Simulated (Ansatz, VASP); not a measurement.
**CdF2 in VASP and in Ansatz**

File INCAR:

```
PREC     = Accurate       # precision mode
ENCUT    = 520            # plane-wave cutoff, eV
EDIFF    = 1E-7           # SCF threshold, eV
ISMEAR   = -1             # smearing method
SIGMA    = 0.05           # smearing width, eV
LREAL    = False          # projectors in reciprocal space
LASPH    = True           # aspherical terms in the spheres
NELM     = 100            # most SCF steps
ALGO     = Normal         # electronic algorithm
ISIF     = 2              # what is computed and relaxed
LWAVE    = False          # write WAVECAR
LCHARG   = False          # write CHGCAR
GGA      = PS             # functional
NBANDS   = 20             # bands
```

KPOINTS

```
regular mesh
0
Gamma
  7 7 7
```

POSCAR

```
CdF2
1.0
    0.0000000000      2.6670600000      2.6940000000
    2.6670600000      0.0000000000      2.6940000000
    2.6670600000      2.6670600000      0.0000000000
Cd F
1 2
Direct
    0.0000000000      0.0000000000      0.0000000000
    0.7500000000      0.7500000000      0.7500000000
    0.2500000000      0.2500000000      0.2500000000
```

The input input.yaml:

```yaml
crystal:
  lattice:
    - [0.0, 2.66706, 2.694]
    - [2.66706, 0.0, 2.694]
    - [2.66706, 2.66706, 0.0]
  atoms:
    - { symbol: Cd, position: [0.0, 0.0, 0.0] }
    - { symbol: F, position: [0.75, 0.75, 0.75] }
    - { symbol: F, position: [0.25, 0.25, 0.25] }
hamiltonian:
  xc: pbesol
  pseudopotentials: { kind: paw }
kpoints:
  mp_grid: { grid: [7, 7, 7] }
scf:
  occupations: { method: fermi_dirac, width: 0.05 }
output:
  forces: true
  stress: true
  eigenvalues: true
```

Alike in both runs: task single point; functional PBEsol; k mesh 7 × 7 × 7; occupations fermi-dirac, width 0.05 eV; no spin polarisation.

|  | VASP | Ansatz |
| --- | --- | --- |
| version | VASP 6.6.1 | Ansatz 0.2.0 |
| potentials or method | VASP PAW PBE potentials, release 64 (Cd, F) | Ansatz PAW |
| plane-wave cutoff (eV) | 520 | 420 |
| valence electrons in the cell | 26 | 34 |

```csv
,VASP,Ansatz,Ansatz less VASP
gap on the k mesh at the Fermi level (eV),3.02,3.06,+0.034
least direct gap on the mesh (eV),3.41,3.45,+0.032
pressure (GPa),2.9,2.0,-0.88
largest component of the traceless stress (GPa),0.74,0.75,+0.014
```

The functional is the same, so the differences come from potentials, cutoffs and numerics. The two sets of potentials don't hold the same shells in valence.

Caveats: the PAW data sets were made with another functional, which shifts forces and pressure a little (VASP); an odd mesh through Γ misses points on the zone boundary, where band edges often lie (VASP); odd divisions of the mesh miss points on the zone boundary, where band edges often lie, so the gap on the mesh can be too wide (Ansatz); the pressure holds a Pulay correction of +0.7 GPa for the finite cutoff (Ansatz); the PAW data sets come from PBE, with cores solved anew for the run's functional, which leaves a small shift of forces and pressure (Ansatz).
